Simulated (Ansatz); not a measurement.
Calculation for LiBr (rocksalt type): DFT, PBE, all-electron LAPW, scalar-relativistic (Ansatz 0.2.0). This run: volume at 0.5 of the series' base cell.

The cell comes from a relaxation on PAW files under the same functional, begun from a prototype that needn't be the stable phase.

Command: `ansatz run input.yaml --threads 1 --pin off --max-ram 2048MiB --backend cpu --events-out ev --progress --plain --runs-dir out` It took 7.9 s on 1 thread of Arm Neoverse V2 (shared host), peak memory 0.29 GiB.

```yaml
crystal:
  lattice:
    - [0.0, 2.1864798648, 2.1864798648]
    - [2.1864798648, 0.0, 2.1864798648]
    - [2.1864798648, 2.1864798648, 0.0]
  atoms:
    - { symbol: Li, position: [0.0, 0.0, 0.0] }
    - { symbol: Br, position: [0.5, 0.5, 0.5] }
kpoints:
  mp_grid: { grid: [13, 13, 13] }
scf:
  occupations: { method: fermi_dirac, width: 0.05 }
hamiltonian:
  xc: pbe
  pseudopotentials: { kind: all_electron, lapw: { basis_error: 0.001 } }
output:
  forces: true
  stress: true
  eigenvalues: true
  populations: true
```

Output:

```
Li: projections on atomic orbitals take those of the free atom 1s2 2s1, of charge +0.00 (hamiltonian.pseudopotentials.projection_atoms)
Br: projections on atomic orbitals take those of the free atom 1s2 2s2 2p6 3s2 3p6 3d10 4s2 4p5, of charge +0.00 (hamiltonian.pseudopotentials.projection_atoms)
LAPW: plane waves up to 8.291 Å⁻¹, error target 1.0e-3 eV per atom; small_component_spin mean_spin; Li in spheres of 0.924 Å, 3 of its electrons in bands, Dirac shells []; Br in spheres of 1.263 Å, 25 of its electrons in bands, Dirac shells [] (how accurate: hamiltonian.pseudopotentials.lapw.basis_error, Limitations)
Engine: ansatz 0.2.0
Pseudopotentials: kind: all_electron
Pseudopotential: Li, LAPW, valence charge 3, lapw/all_electron/scalar/gaussian/Li, Koelling and Harmon's equation, gaussian nucleus
Pseudopotential: Br, LAPW, valence charge 25, lapw/all_electron/scalar/gaussian/Br, Koelling and Harmon's equation, gaussian nucleus
Functional definition: PBE
  parameter kappa = 0.804
  parameter beta = 0.06672455060314922
  exchange = pbe_x(kappa = kappa, mu = beta*pi^2/3)
  correlation = pbe_c(beta = beta)
Crystal: 2 atoms, lattice volume = 20.906 Å³
Basis set: ecut = 261.9137873994957 eV, 181 PW (Γ), exchange–correlation at level 2
Bands: 18, of which v1, the nominal top of the filled ones, is band 14 counted from 1 (13 counted from 0)
Symmetry: 48 space group operations
Space group: Fm-3m (ITA 225), of the structure as read, at distance tolerance 2.8e-5 Å
k-points: 84 of 2197
Non-local potential: Li, projectors of the file, none
Non-local potential: Br, projectors of the file, none
Initial density: superposition of atomic densities (chi_scale 0.1, normalization cell, long waves kept (reshape's long-wave potential 0.00 eV rms))
Initial wavefunctions: plane waves of lowest kinetic energy (no species holds an atomic orbital)
Functional: x = pbe(κ = 0.804, μ = 0.2195149727645171), c = pbe(β = 0.06672455060314922)
iter 1 solved again at ethr=3.51e-4 eV; its pass at ethr=1.00e-1 eV (dr2=9.81e-2 eV) is discarded
SCF iter   1: F=—  HF=-71130.127352 eV  |F-HF|=—  |Δ(HF+E_count)|=         —  Δρ=2.23e-2  dr2=9.82e-2  ethr=3.51e-4  ⟨swp⟩=2.8  Hψ=10065  notcnv=0
preconditioner: auto → none  [insulator: Δε(μ)=4.756 eV  Ē_g=16.950 eV  σ=0.050 eV  W_gap=1.00  n_scr=8 (ndim 8)  ℏωp=23.0 eV  f_vac=0.000  D(μ)=0.00/eV (n_scr^D=0)  ε∞_Penn≈2.8]
SCF iter   2: F=—  HF=-71130.104099 eV  |F-HF|=—  |Δ(HF+E_count)|=   2.33e-2  Δρ=9.07e-3  dr2=1.51e-2  ethr=3.51e-4  ⟨swp⟩=2.0  Hψ=4468  notcnv=0
iter 3 solved again at ethr=1.96e-6 eV; its pass at ethr=5.39e-5 eV (dr2=5.49e-4 eV) is discarded
SCF iter   3: F=—  HF=-71130.106136 eV  |F-HF|=—  |Δ(HF+E_count)|=   2.04e-3  Δρ=1.77e-3  dr2=5.50e-4  ethr=1.96e-6  ⟨swp⟩=2.0  Hψ=7414  notcnv=0
SCF iter   4: F=—  HF=-71130.106341 eV  |F-HF|=—  |Δ(HF+E_count)|=         —  Δρ=2.91e-4  dr2=1.31e-5  ethr=1.96e-6  ⟨swp⟩=2.0  Hψ=4200  notcnv=0
the basis was enlarged: its passes take 49.0 KiB over the memory plan, 1 of 1 planned eigensolver slots
SCF iter   5: F=—  HF=-71130.106338 eV  |F-HF|=—  |Δ(HF+E_count)|=   2.26e-6  Δρ=3.12e-5  dr2=1.10e-7  ethr=4.66e-8  ⟨swp⟩=3.0  Hψ=4399  notcnv=0
SCF iter   6: F=-71130.106339 eV  HF=-71130.106339 eV  |F-HF|=3.55e-9  |Δ(HF+E_count)|=   5.43e-7  Δρ=3.09e-6  dr2=8.69e-10  ethr=3.94e-10  ⟨swp⟩=3.0  Hψ=4531  notcnv=0
SCF 1 converged in 6 iterations: F = -71130.106339 eV  dr2 = 8.69e-10
SCF converged after 6 iterations
Free energy (F): -71130.106339 eV
Harris-Foulkes:  -71130.106339 eV  (|F-HF|=3.55e-9)
Internal energy: -71130.106339 eV  (E = F + TS)
E sigma→0 (E₀):  -71130.106339 eV
Fermi energy:    16.487105 eV
--- Per-component energies (eV) ---
  E_band       = -1818.481817
  E_kinetic    = 72941.070441
  E_xc         = -2569.831337
  E_electrostatic = -141501.345443  (all electrons and nuclei)
  E_smearing   = -0.000000  (= −TS)
  E_closure    = 0.000000  (closes the sum)
  E_atoms      = -71126.312548  (free atoms, spherical and without spin; not in F)
  Σ components = -71130.106339   (vs F -71130.106339, Δ=0.00e0)
  Basis errors (estimates in eV, not in F): energy 3.7e-4 per atom: plane waves 3.4e-4 (1.8e-4 summed), levels above the bands 2.9e-86, relativity 1.0e-8, radial functions 2.9e-5, core shells 5.6e-14; eigenvalues (radial functions only) 2.5e-5; not estimated: angular momenta, meshes, grids; target (lapw.basis_error) 1.0e-3; muffin-tin radii Li 0.924 Å, Br 1.263 Å
--- Forces (eV/Å), atoms counted from 1 ---
  atom   1  Li     0.00000000    -0.00000000     0.00000000
  atom   2  Br     0.00000000    -0.00000000    -0.00000000
  max |Σ_I F_I| component: 9.16e-31 eV/Å
--- Stress (GPa, compression-positive) ---
       80.019242      -0.000000      -0.000000
       -0.000000      80.019242       0.000000
       -0.000000       0.000000      80.019242
  P = ⅓ Tr σ = 80.0192 GPa (800.192 kbar)
--- Band table (eV; the first three rows and the last of 84) ---
  k-point 0: bands = ["-217.5541", "-152.9754", "-152.9754", "-152.9754", "-46.3038", "-46.3038", "-46.2960", "-46.2960", "-46.2960", "-30.9440", "-3.5597", "14.0881", "14.0881", "14.0881", "24.4012", "24.4012", "24.4012", "24.5656"]
  k-point 1: bands = ["-217.5541", "-152.9754", "-152.9754", "-152.9754", "-46.3038", "-46.3038", "-46.2959", "-46.2958", "-46.2958", "-30.9419", "-3.4803", "13.5087", "14.0277", "14.0277", "23.7737", "24.5811", "24.5811", "25.0077"]
  k-point 2: bands = ["-217.5541", "-152.9754", "-152.9754", "-152.9754", "-46.3038", "-46.3038", "-46.2958", "-46.2955", "-46.2955", "-30.9363", "-3.2484", "12.1167", "13.8722", "13.8722", "22.6201", "24.5118", "24.5118", "26.1096"]
  k-point 83: bands = ["-217.5541", "-152.9754", "-152.9754", "-152.9754", "-46.3050", "-46.3028", "-46.2948", "-46.2941", "-46.2917", "-30.8964", "-0.5859", "7.6318", "8.0952", "10.9898", "23.3391", "24.2454", "24.4215", "26.3314"]
--- Löwdin populations: 2 sites ---
  site symbol       q [e]
     0     Li      2.3241
     1     Br     35.5474
  spilling = 0.003380 (of n_electrons = 38.000000)
```

populations.tsv:

```
# site	symbol	l	j	q
# orbitals = lowdin
# n_electrons = 38.000000
# spilling = 0.003380
# projection_atom_Li: 1s2 2s1
# projection_atom_Br: 1s2 2s2 2p6 3s2 3p6 3d10 4s2 4p5
0	Li	0_1S	-	1.975371
0	Li	0_2S	-	0.348777
1	Br	0_1S	-	1.999989
1	Br	0_2S	-	1.999472
1	Br	0_3S	-	1.989821
1	Br	0_4S	-	1.806536
1	Br	1_2P	-	5.999996
1	Br	1_3P	-	5.998937
1	Br	1_4P	-	5.752847
1	Br	2_3D	-	9.999807
```

Next run (volume at 0.4 of the series' base cell), as changes to the input before:

```diff
   lattice:
-    - [0.0, 2.1864798648, 2.1864798648]
-    - [2.1864798648, 0.0, 2.1864798648]
-    - [2.1864798648, 2.1864798648, 0.0]
+    - [0.0, 2.029748105, 2.029748105]
+    - [2.029748105, 0.0, 2.029748105]
+    - [2.029748105, 2.029748105, 0.0]
   atoms:
   mp_grid: { grid: [13, 13, 13] }
+  band_path:
+    path:
+      - [0.0, 0.0, 0.0]
+      - [0.5, 0.0, 0.5]
+      - [0.625, 0.25, 0.625]
+      - [0.375, 0.375, 0.75]
+      - [0.0, 0.0, 0.0]
+      - [0.5, 0.5, 0.5]
+      - [0.5, 0.25, 0.75]
+      - [0.5, 0.0, 0.5]
+    npoints: 8
 scf:
   populations: true
+  dos: { projected: true, de: 0.2, e_range: [-14, 8] }
```

Results part of the output:

```
SCF 1 converged in 6 iterations: F = -71127.016500 eV  dr2 = 1.11e-9
NSCF: frozen V_eff on 57 k-points
SCF converged after 6 iterations
Free energy (F): -71127.016500 eV
Harris-Foulkes:  -71127.016500 eV  (|F-HF|=3.96e-9)
Internal energy: -71127.016500 eV  (E = F + TS)
E sigma→0 (E₀):  -71127.016500 eV
Fermi energy:    21.141893 eV
--- Per-component energies (eV) ---
  E_band       = -1697.647934
  E_kinetic    = 72959.499087
  E_xc         = -2573.417605
  E_electrostatic = -141513.097982  (all electrons and nuclei)
  E_smearing   = -0.000000  (= −TS)
  E_closure    = 0.000000  (closes the sum)
  E_atoms      = -71126.312548  (free atoms, spherical and without spin; not in F)
  Σ components = -71127.016500   (vs F -71127.016500, Δ=0.00e0)
  Basis errors (estimates in eV, not in F): energy 3.3e-4 per atom: plane waves 3.1e-4 (1.7e-4 summed), levels above the bands 5.1e-94, relativity 3.8e-8, radial functions 1.8e-5, core shells 1.6e-13; eigenvalues (radial functions only) 2.6e-5; not estimated: angular momenta, meshes, grids; target (lapw.basis_error) 1.0e-3; muffin-tin radii Li 0.852 Å, Br 1.177 Å
--- Forces (eV/Å), atoms counted from 1 ---
  atom   1  Li    -0.00000000     0.00000000     0.00000000
  atom   2  Br    -0.00000000     0.00000000    -0.00000000
  max |Σ_I F_I| component: 1.97e-31 eV/Å
--- Stress (GPa, compression-positive) ---
      169.541387      -0.000000       0.000000
       -0.000000     169.541387       0.000000
        0.000000       0.000000     169.541387
  P = ⅓ Tr σ = 169.5414 GPa (1695.414 kbar)
--- Band table (eV; the first three rows and the last of 84) ---
  k-point 0: bands = ["-213.0879", "-148.5133", "-148.5133", "-148.5133", "-41.8630", "-41.8630", "-41.8521", "-41.8521", "-41.8521", "-26.8598", "-0.4828", "19.5014", "19.5014", "19.5014", "29.3287", "29.3287", "29.3287", "33.3539"]
  k-point 1: bands = ["-213.0879", "-148.5133", "-148.5133", "-148.5133", "-41.8630", "-41.8630", "-41.8520", "-41.8518", "-41.8518", "-26.8543", "-0.3875", "18.7344", "19.4087", "19.4087", "28.9032", "29.5930", "29.5930", "32.8214"]
  k-point 2: bands = ["-213.0879", "-148.5134", "-148.5133", "-148.5133", "-41.8631", "-41.8631", "-41.8516", "-41.8507", "-41.8507", "-26.8390", "-0.1065", "16.9217", "19.1779", "19.1779", "28.0166", "29.6931", "29.6931", "31.7198"]
  k-point 83: bands = ["-213.0878", "-148.5135", "-148.5134", "-148.5134", "-41.8674", "-41.8604", "-41.8492", "-41.8473", "-41.8405", "-26.7302", "3.7519", "10.7591", "11.2922", "15.3817", "28.8049", "29.5892", "30.5810", "32.4043"]
--- Löwdin populations: 2 sites ---
  site symbol       q [e]
     0     Li      2.3019
     1     Br     35.5254
  spilling = 0.004545 (of n_electrons = 38.000000)
```

The structure type is held throughout; the real material can change phase at far lower pressure.
